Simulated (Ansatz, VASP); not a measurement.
# One calculation of Sb, two programs

File INCAR:

```
SYSTEM = Sb
PREC = Accurate
ENCUT = 520
EDIFF = 1E-7
ISMEAR = -1
SIGMA = 0.05
LREAL = .False.
LASPH = .True.
NELM = 60
ALGO = Normal
ISIF = 2
LWAVE = .False.
LCHARG = .True.
GGA = PE
LELF = .True.
LVHAR = .True.
NBANDS = 18
```

KPOINTS

```
regular mesh
0
Gamma
  7 7 7
  0 0 0
```

Contents of POSCAR:

```
Sb
1.0
   -3.9477424451      3.9477424451      1.9841386384
    3.9477424451     -3.9477424451      1.9841386384
    3.9477424451      3.9477424451     -1.9841386384
Sb
4
Direct
    0.6512630600      0.1512630600      0.8025261200
    0.1512630600      0.3487369400      0.5000000000
    0.3487369400      0.8487369400      0.1974738800
    0.8487369400      0.6512630600      0.5000000000
```

input.yaml

```yaml
crystal:
  lattice:
    - [-3.9477424451, 3.9477424451, 1.9841386384]
    - [3.9477424451, -3.9477424451, 1.9841386384]
    - [3.9477424451, 3.9477424451, -1.9841386384]
  atoms:
    - { symbol: Sb, position: [0.65126306, 0.15126306, 0.80252612] }
    - { symbol: Sb, position: [0.15126306, 0.34873694, 0.5] }
    - { symbol: Sb, position: [0.34873694, 0.84873694, 0.19747388] }
    - { symbol: Sb, position: [0.84873694, 0.65126306, 0.5] }
hamiltonian:
  xc: pbe
  pseudopotentials: { kind: paw }
kpoints:
  mp_grid: { grid: [7, 7, 7] }
scf:
  occupations: { method: fermi_dirac, width: 0.05 }
output:
  forces: true
  stress: true
  eigenvalues: true
  write_density: true
  write_potential: true
  elf: true
  volumetric_format: npy
```

This isn't the form of Sb at room conditions, which is rhombohedral.

Alike in both runs: task single point; functional PBE; k mesh 7 × 7 × 7; occupations fermi-dirac, width 0.05 eV; no spin polarisation.

```csv
,VASP,Ansatz
version,VASP 6.6.1,Ansatz 0.2.0
potentials or method,"VASP PAW PBE potentials, release 64 (Sb)",Ansatz PAW
plane-wave cutoff (eV),520,420
valence electrons in the cell,20,60
```

```tsv
	VASP	Ansatz	Ansatz less VASP
gap on the k mesh at the Fermi level (eV)	none	none	-
pressure (GPa)	5.4	5.4	+0.01
largest component of the traceless stress (GPa)	1.34	1.33	-0.012
rms of the force components (eV/Å)	0.058	0.065	+0.0071
```

Atom by atom the forces differ by 0.007 eV/Å (rms over components). A gap of «none» marks a metal or a gap that the smearing closes. The functional is the same, so the differences come from potentials, cutoffs and numerics. The two sets of potentials don't hold the same shells in valence.

Spin-orbit coupling is left out, which matters for the levels of Sb.
